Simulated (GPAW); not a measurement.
Input of a GPAW 26.7.0 run:

The input run.py:

```python
from ase import Atoms
from ase.filters import FrechetCellFilter
from ase.io import write
from ase.optimize import BFGS
from gpaw import GPAW, PW, setup_paths

setup_paths.insert(0, '.')

atoms = Atoms(['Pt', 'Al', 'Al'],
              cell=[[0.0, 2.955, 2.955],
                    [2.955, 0.0, 2.955],
                    [2.955, 2.955, 0.0]],
              scaled_positions=[[0.0, 0.0, 0.0],
                                [0.75, 0.75, 0.75],
                                [0.25, 0.25, 0.25]],
              pbc=True)

calc = GPAW(mode=PW(600),
            xc='PBEsol',
            kpts={'size': (8, 8, 8), 'gamma': True},
            occupations={'name': 'fermi-dirac', 'width': 0.05},
            nbands=23,
            convergence={'density': 1e-05, 'forces': 0.0001},
            maxiter=150,
            txt='gpaw.txt')
atoms.calc = calc
opt = BFGS(FrechetCellFilter(atoms), trajectory='relax.traj', logfile='-')
done = opt.run(fmax=0.02, steps=60)
calc.write('gs.gpw')
write('result.traj', atoms)
print('Converged:', done)
print('Cell:', atoms.cell.cellpar().round(4))
print('Volume:', round(atoms.get_volume(), 4))
print(atoms.get_scaled_positions().round(5))
```

Potentials or basis: PAW data sets generated in the run's folder for this functional, pw.

Launch:

```console
$ gpaw-setup -f PBEsol Al Pt
$ OMP_NUM_THREADS=1 python run.py
```

Question: Predict the relaxed cell.

Answer: a = 4.174 Å, b = 4.174 Å, c = 4.174 Å, α = 60.00°, β = 60.00°, γ = 60.00°.

Question: What does it give for the band gap on the k mesh?

Answer: None (metal or under the smearing width).

Final structure:
```yaml
crystal:
  lattice:
    - [0.00000, 2.95153, 2.95153]
    - [2.95153, 0.00000, 2.95153]
    - [2.95153, 2.95153, 0.00000]
  atoms:
    - { symbol: Pt, position: [0.00000, 0.00000, 0.00000] }
    - { symbol: Al, position: [0.75000, 0.75000, 0.75000] }
    - { symbol: Al, position: [0.25000, 0.25000, 0.25000] }
```

Caveat: later steps reuse the first step's grids. The run has no spin-orbit coupling, so splittings on Pt are missing.
